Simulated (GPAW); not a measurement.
Wanted: an ASE script for a GPAW 26.7.0 run.

```yaml
Task: band structure
Functional: PBEsol
Potentials_or_basis: PAW data sets generated in the run's folder for this functional
Cutoff: 600 eV
Basis: pw
k_mesh: 6 × 6 × 6
Occupations: fermi-dirac, width 0.05 eV
Spin: spin-orbit coupling, no magnetisation
Maxiter: 150
Band_path: GXWKGLUWLK,UX
Band_points: 100
spin_axis_theta_degrees: 90
spin_axis_phi_degrees: 45
Soc_after_scf: second variation
```

CdSe:

```
Cd Se
1.0
     0.00000    3.07027    3.07027
     3.07027    0.00000    3.07027
     3.07027    3.07027    0.00000
Cd Se
1 1
Direct
  0.00000 0.00000 0.00000
  0.25000 0.25000 0.25000
```

Measurements of this composition are mostly on another form, of space group No. 186.

The input as run:

run.py

```python
import numpy as np
from ase import Atoms
from ase.dft.bandgap import bandgap
from ase.io import write
from ase.units import Bohr, GPa
from gpaw import GPAW, PW, setup_paths
from gpaw.elf import elf_from_dft_calculation
from gpaw.spinorbit import soc_eigenstates

setup_paths.insert(0, '.')

atoms = Atoms(['Cd', 'Se'],
              cell=[[0.0, 3.0702711986, 3.0702711986],
                    [3.0702711986, 0.0, 3.0702711986],
                    [3.0702711986, 3.0702711986, 0.0]],
              scaled_positions=[[0.0, 0.0, 0.0],
                                [0.25, 0.25, 0.25]],
              pbc=True)

calc = GPAW(mode=PW(600),
            xc='PBEsol',
            kpts={'size': (6, 6, 6), 'gamma': True},
            occupations={'name': 'fermi-dirac', 'width': 0.05},
            nbands=18,
            convergence={'density': 1e-05, 'energy': 1e-05},
            maxiter=150,
            txt='gpaw.txt')
atoms.calc = calc
energy = atoms.get_potential_energy()
forces = atoms.get_forces()
stress = atoms.get_stress()
calc.write('gs.gpw')
write('result.traj', atoms)
print(f'Energy: {energy:.6f} eV')
print('Forces (eV/A):')
print(forces.round(4))
print('Stress (GPa):', (stress / GPa).round(3))
print('Fermi level:', round(calc.get_fermi_level(), 4), 'eV')
print(f'Gap: {bandgap(calc)[0]:.4f} eV, direct: {bandgap(calc, direct=True)[0]:.4f} eV')

# fields on the real-space grid
write('density.cube', atoms, data=calc.get_pseudo_density() * Bohr**3)
write('potential.cube', atoms, data=calc.get_electrostatic_potential())
write('elf.cube', atoms, data=elf_from_dft_calculation(calc).data)

path = atoms.cell.bandpath('GXWKGLUWLK,UX', npoints=100, eps=1e-4)
bs_calc = calc.fixed_density(kpts=path, symmetry='off', nbands=30,
                             convergence={'bands': 'CBM+6.0', 'eigenstates': 1e-6}, txt='bands.txt')
bs = bs_calc.band_structure()
bs.write('bs.json')
print(f'Gap on the path: {bandgap(bs_calc)[0]:.4f} eV')

soc = soc_eigenstates(bs_calc, theta=90, phi=45)
np.savetxt('soc_bands.dat', soc.eigenvalues(), fmt='%.4f')
mesh = soc_eigenstates('gs.gpw', theta=90, phi=45)
np.savetxt('soc_mesh.dat', mesh.eigenvalues(), fmt='%.4f')
print('Fermi level with spin-orbit coupling:', round(mesh.fermi_level, 4), 'eV')
```

Potentials or basis: PAW data sets generated in the run's folder for this functional, pw.

The run is started by

```console
$ gpaw-setup -f PBEsol Cd Se
$ OMP_NUM_THREADS=1 python run.py
```

Results of the run:

The pressure is -1.6 GPa and the band gap on the k mesh is 0.29 eV, direct. The band gap along the path is 0.29 eV, direct.

Caveat: spin-orbit coupling was added after a scalar SCF, so levels and gaps hold it while energy, forces, pressure and moments don't; this program's spin-orbit splittings come out too wide for heavy elements.

It took 61 s on 1 thread of Arm Neoverse V1 (shared host), peak memory 0.34 GiB.
